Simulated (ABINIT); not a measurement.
Here is an ABINIT 10.8.3 (patched build) calculation.

Contents of run.abi:

```
ndtset 2

pp_dirpath "./"
pseudos "Zn.GGA_PBE-JTH.xml, S.GGA_PBE-JTH.xml"

acell 3.8212050455 3.8212050455 3.8212050455 Angstrom
rprim
     0.0000000000     0.7071067812     0.7071067812
     0.7071067812     0.0000000000     0.7071067812
     0.7071067812     0.7071067812     0.0000000000
ntypat 2
znucl 30 16
natom 2
typat 1 2
xcart
     4.0530000000     4.0530000000     4.0530000000
     0.0000000000     0.0000000000     0.0000000000 Angstrom

ecut 26.0
pawecutdg 48.0

ixc -263267
usekden 1
pawxcdev 0

occopt 3
tsmear 0.05 eV

nstep 100

iomode 3
prtwf 0
prteig 0
prtebands 0
enunit 1
prtden1 1
prtkden1 1

kptopt1 1
ngkpt1 9 9 9
nshiftk1 1
shiftk1 0.0 0.0 0.0
nband1 13
tolvrs1 1.0e-7

iscf2 -2
getden2 1
getkden2 1
nband2 19
nbdbuf2 4
tolwfr2 1.0e-11
kptopt2 -9
ndivsm2 6
prteig2 1
kptbounds2
     0.0000000000     0.0000000000     0.0000000000
     0.5000000000     0.0000000000     0.5000000000
     0.5000000000     0.2500000000     0.7500000000
     0.3750000000     0.3750000000     0.7500000000
     0.0000000000     0.0000000000     0.0000000000
     0.5000000000     0.5000000000     0.5000000000
     0.6250000000     0.2500000000     0.6250000000
     0.5000000000     0.2500000000     0.7500000000
     0.5000000000     0.5000000000     0.5000000000
     0.3750000000     0.3750000000     0.7500000000
```

Potentials or basis: JTH PAW PBE v2.0.

Launch:

```sh
$ abinit run.abi > log 2>&1
```

(1) Predict the band gap along the path.

(2) What does it give for the pressure?

## Answers

(1) 2.58 eV, direct.

(2) -1.3 GPa.

Caveat: the PAW data sets were made with another functional, which shifts forces and pressure a little.

**The experiment to reproduce.**

From “Electronic, vibrational, and thermodynamic properties of ZnS (zincblende and rocksalt structure)”, 2009, arxiv:0911.5022, for a bulk crystal of ZnS at 19 K: band gap 3.85 eV (direct).

A measured gap of ZnS is 3.85 eV (direct; 19 K; quoted in “Electronic, vibrational, and thermodynamic properties of ZnS (zincblende and rocksalt structure)”, 2009, arxiv:0911.5022); the calculated 2.58 eV misses it by -1.27 eV. The value is that of SCAN, without temperature or zero-point motion.
